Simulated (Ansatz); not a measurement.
BAs: band gap against volume per atom

All results are calculated (Ansatz 0.2.0). Periodic Kohn-Sham DFT of a crystal at fixed atoms; Kohn-Sham levels at symmetry points; band -1 is the highest filled and +1 the lowest empty one at that point, spin up along a +z start moment.

Cell of the first row (space group F-43m, No. 216):
```
BAs
1.0
      0.0000     2.3397     2.3397
      2.3397     0.0000     2.3397
      2.3397     2.3397     0.0000
B As
1 1
Direct
  0.00000 0.00000 0.00000
  0.75000 0.75000 0.75000
```

Settings of every row: method all-electron LAPW; functional PBE; relativity scalar; k mesh 15x15x15; filling fermi-dirac; smearing width 0.03 eV; basis error target 0.25 meV/atom; nucleus gaussian.

Atom start moment: 0 on all atoms.

Limits: semilocal functionals tend to give too small a gap; no spin-orbit coupling, which shifts gaps with heavier elements (BAs).

```
row  volume per atom (Å³)  band gap (eV)  smallest direct gap on path (eV)
  1                12.809          1.122                             3.366
  2                13.081          1.145                             3.337
  3                13.354          1.166                              3.31
  4                 13.49          1.177                             3.297
  5                13.626          1.187                             3.284
  6                13.762              ?                                 ?
  7                13.899          1.206                              3.26
  8                14.171          1.225                             3.236
  9                14.444          1.243                             3.213
```

Question: what band gap should row 6 give?

Worked fit of band gap. Take t = volume per atom − 14, in Å³. The shown rows have t = -1.191, -0.919, -0.646, -0.51, -0.374, -0.101, 0.171, 0.444. Least squares give band gap = 1.2135 + 0.06892 × t − 0.00648 × t² eV; a straight line predicts inner rows, each left out in turn, worse (root mean square 0.0014 against 0.0004 eV). All shown rows lie on it to the printed digit. The withheld row has t = -0.238, so the fit gives 1.2135 + 0.06892 × (-0.238) − 0.00648 × (-0.238)² = 1.197 eV.

The calculation gave 1.197 eV. The fit meets it to the printed digit.

The other values of row 6: smallest direct gap on path 3.272 eV.
